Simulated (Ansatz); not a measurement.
Al: equation of state with PBE0

Al:

```
Al
1.0
    -1.59122    1.59122    1.59122
     1.59122   -1.59122    1.59122
     1.59122    1.59122   -1.59122
Al
1
Direct
  0.00000 0.00000 0.00000
```

This isn't the form of Al at room conditions, which is fcc.

| Quantity | Value |
| --- | --- |
| Program | Ansatz 0.2.0 |
| Task | equation of state |
| Functional | PBE0 |
| Potentials or basis | Ansatz PAW |
| Cutoff | 420 eV |
| Density cutoff | 1680 eV |
| k mesh | 6 × 6 × 6 |
| Occupations | fermi-dirac, width 0.05 eV |
| Spin | no spin polarisation |

```yaml
Equilibrium_volume: 16.74 Å³/atom
Bulk_modulus: 77 GPa
Pressure_derivative_of_the_bulk_modulus: 4.4
```

Energy against volume, from the lowest point:
```csv
volume (Å³/atom),energy (meV/atom)
15.149,43.98
15.471,26.94
15.793,14.49
16.116,6.09
16.438,1.38
16.760,0.00
17.083,1.58
```

All runs of the series together: 21 s on 2 threads of Intel(R) Xeon(R) Platinum 8488C (Sapphire Rapids), with other jobs on the host.

Caveat: the k mesh is coarse (spacing up to 0.47 Å⁻¹), so the values aren't converged, least of all with exact exchange; the PAW data sets were made with another functional, which shifts forces and pressure a little.
